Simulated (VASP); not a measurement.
# Bi, relaxation of the cell: which settings are enough?

Bi, R-3m (no. 166), 2 atoms in the cell. PBE; PAW potentials Bi_d (PBE set). VASP 6.6.1.

Wanted: cell volume within 0.2 %; lattice lengths within 0.1 %; shortest distances from each atom, periodic images included within 0.005 Å.

What the run is for: cell; Accuracy asked: standard.

The series start from Plane-wave cutoff (eV): 370; Smearing width (eV): 0.1; k-point mesh: 8 × 8 × 8; Relaxation passes: 2; Ionic threshold (EDIFFG): -0.005; Electronic threshold (eV): 1e-6; Precision mode (PREC): Accurate; Relaxation algorithm: IBRION=2 POTIM=0.5. Each series keeps the choices made before it, and each single choice may use up half of a tolerance. Times cover all steps of a run.

## Plane-wave cutoff (eV)

| Plane-wave cutoff (eV) | Cell volume (Å³) | Lattice lengths, largest deviation against the largest value | Shortest distances from each atom, periodic images included, largest deviation (Å) | Time (s) |
|---|---|---|---|---|
| 240 | 70.88 | 2.1 % | 0.0906 | 34 |
| 280 | 73.24 | 0.45 % | 0.0190 | 80 |
| 320 | 72.31 | 1.1 % | 0.0466 | 39 |
| 370 | 72.89 | 0.75 % | 0.0318 | 86 |
| 430 | 73.77 | 0.087 % | 0.0034 | 55 |
| 510 | 73.72 | 0.075 % | 0.0034 | 75 |
| 640 (reference) | 73.86 | 0 % | 0.0000 | 99 |

Chosen: 640; the next looser run is off by more than half of the tolerance, so convergence isn't shown beyond this value.

## Smearing width (eV)

| Smearing width (eV) | Cell volume (Å³) | Lattice lengths, largest deviation against the largest value | Shortest distances from each atom, periodic images included, largest deviation (Å) | Time (s) |
|---|---|---|---|---|
| 0.4 | 73.85 | 0.12 % | 0.0025 | 76 |
| 0.3 | 73.8 | 0.063 % | 0.0004 | 112 |
| 0.2 | 73.85 | 0.076 % | 0.0017 | 106 |
| 0.15 | 73.84 | 0.042 % | 0.0006 | 122 |
| 0.1 | 73.86 | 0.042 % | 0.0008 | 99 |
| 0.05 (reference) | 73.82 | 0 % | 0.0000 | 93 |

Chosen: 0.15, the loosest value from which every tighter one stays within half of the tolerance.

## k-point mesh

| k-point mesh | Cell volume (Å³) | Lattice lengths, largest deviation against the largest value | Shortest distances from each atom, periodic images included, largest deviation (Å) | Time (s) |
|---|---|---|---|---|
| 3 × 3 × 3 | 73.09 | 2 % | 0.0148 | 30 |
| 4 × 4 × 4 | 74.23 | 0.023 % | 0.0463 | 57 |
| 5 × 5 × 5 | 73.36 | 0.98 % | 0.0090 | 62 |
| 7 × 7 × 7 | 73.34 | 0.54 % | 0.0141 | 96 |
| 8 × 8 × 8 | 73.84 | 0.16 % | 0.0107 | 122 |
| 10 × 10 × 10 (reference) | 73.68 | 0 % | 0.0000 | 164 |

Chosen: 10 × 10 × 10; the next looser run is off by more than half of the tolerance, so convergence isn't shown beyond this value.

## Relaxation passes

| Relaxation passes | Cell volume (Å³) | Lattice lengths, largest deviation against the largest value | Shortest distances from each atom, periodic images included, largest deviation (Å) | Time (s) |
|---|---|---|---|---|
| 1 | 73.66 | 0.0072 % | 0.0003 | 130 |
| 2 | 73.68 | 0 % | 0.0000 | 164 |
| 3 (reference) | 73.68 | 0 % | 0.0000 | 176 |

Chosen: 1.

## Ionic threshold (EDIFFG)

| Ionic threshold (EDIFFG) | Cell volume (Å³) | Lattice lengths, largest deviation against the largest value | Shortest distances from each atom, periodic images included, largest deviation (Å) | Time (s) |
|---|---|---|---|---|
| -0.05 | 73.2 | 0.76 % | 0.0271 | 54 |
| -0.02 | 73.59 | 0.0027 % | 0.0017 | 155 |
| -0.01 | 73.59 | 0.0027 % | 0.0017 | 152 |
| -0.005 | 73.66 | 0.0097 % | 0.0002 | 130 |
| -0.002 (reference) | 73.66 | 0 % | 0.0000 | 162 |

Chosen: -0.02.

## Electronic threshold (eV)

| Electronic threshold (eV) | Cell volume (Å³) | Lattice lengths, largest deviation against the largest value | Shortest distances from each atom, periodic images included, largest deviation (Å) | Time (s) |
|---|---|---|---|---|
| 0.0001 | 73.4 | 0.32 % | 0.0107 | 167 |
| 1e-5 | 73.36 | 0.14 % | 0.0028 | 86 |
| 1e-6 | 73.59 | 0.075 % | 0.0038 | 155 |
| 1e-7 (reference) | 73.5 | 0 % | 0.0000 | 158 |

Chosen: 1e-7; the next looser run is off by more than half of the tolerance, so convergence isn't shown beyond this value.

## Precision mode (PREC)

| Precision mode (PREC) | Cell volume (Å³) | Lattice lengths, largest deviation against the largest value | Shortest distances from each atom, periodic images included, largest deviation (Å) | Time (s) |
|---|---|---|---|---|
| Normal | 73.61 | 0.049 % | 0.0027 | 77 |
| Accurate (reference) | 73.5 | 0 % | 0.0000 | 158 |

Chosen: Accurate; the one before it in the list is off by more than half of the tolerance.

## Relaxation algorithm

| Relaxation algorithm | Cell volume (Å³) | Lattice lengths, largest deviation against the largest value | Shortest distances from each atom, periodic images included, largest deviation (Å) | Time (s) |
|---|---|---|---|---|
| IBRION=2 POTIM=0.5 | 73.5 | 0 % | 0.0000 | 158 |
| IBRION=2 POTIM=0.2 | 73.59 | 0.029 % | 0.0017 | 118 |
| IBRION=1 POTIM=0.5 | 73.51 | 0.14 % | 0.0037 | 83 |
| IBRION=1 POTIM=0.2 | 73.5 | 0.1 % | 0.0039 | 78 |

Chosen: IBRION=2 POTIM=0.5; no other choice that stays within half of the tolerance saves 30 % of the time.

## All choices together

| Input | Cell volume (Å³) | Lattice lengths, largest deviation against the largest value | Shortest distances from each atom, periodic images included, largest deviation (Å) | Time (s) |
|---|---|---|---|---|
| the program's defaults (naive) | 71.04 | 1.9 % | 0.0428 | 5.3 |
| chosen settings | 73.5 | 0.023 % | 0.0038 | 158 |
| reference settings throughout | 73.62 | 0 % | 0.0000 | 233 |

The chosen settings stay within the tolerance of the reference run, but the reference itself isn't shown to be converged in: Plane-wave cutoff (eV), k-point mesh, Electronic threshold (eV).

Values of the reference run: Lattice lengths: 4.831, 4.831, 4.831 Å; Shortest distances from each atom, periodic images included: 3.108, 3.108, 3.108, 3.583, 3.108, 3.108, 3.108, 3.583 Å.

## The input

INCAR.step1:
```
SYSTEM = Bi
GGA      = PE             ! functional
ISMEAR   = 2              ! smearing method
SIGMA    = 0.15           ! smearing width, eV
LWAVE    = .FALSE.        ! write WAVECAR
LCHARG   = .FALSE.        ! write CHGCAR
NSW      = 80             ! ionic steps
PREC     = Accurate       ! precision mode
LASPH    = .TRUE.         ! aspherical terms in the spheres
LREAL    = .FALSE.        ! projectors in reciprocal space
ALGO     = Normal         ! electronic algorithm
EDIFF    = 1E-7           ! SCF threshold, eV
NELM     = 120            ! most SCF steps
GGA_COMPAT= .FALSE.      
IBRION   = 2              ! ionic algorithm
ISIF     = 3              ! what is computed and relaxed
EDIFFG   = -0.02          ! ionic threshold
NELMIN   = 4            
ENCUT    = 640            ! plane-wave cutoff, eV
KPAR     = 8            
POTIM    = 0.5            ! step
```

INCAR.step2, as INCAR.step1 but for:
```
- NSW = 80
- IBRION = 2
- ISIF = 3
- EDIFFG = -0.02
- NELMIN = 4
- POTIM = 0.5
+ ISIF = 2
```

KPOINTS:
```
Automatic mesh
0
Gamma
  10 10 10
  0 0 0
```

POSCAR.step1:
```
Bi
1.0
    2.2675000000      1.3091417354      3.9380000000
   -2.2675000000      1.3091417354      3.9380000000
    0.0000000000     -2.6182834708      3.9380000000
Bi
2
Direct
    0.7660000000      0.7660000000      0.7660000000
    0.2340000000      0.2340000000      0.2340000000
```

Commands (each step's output is kept before the next begins):
```
cat potpaw_PBE.64/Bi_d/POTCAR > POTCAR
cp INCAR.step1 INCAR
cp POSCAR.step1 POSCAR
mpirun -np 8 vasp_std > vasp.out
cp CONTCAR POSCAR
cp INCAR.step2 INCAR
mpirun -np 8 vasp_std > vasp.out
```

The chosen input took VASP 6.6.1 158 s on 8 cores (Intel Xeon 6975P-C (Granite Rapids)), a shared host.
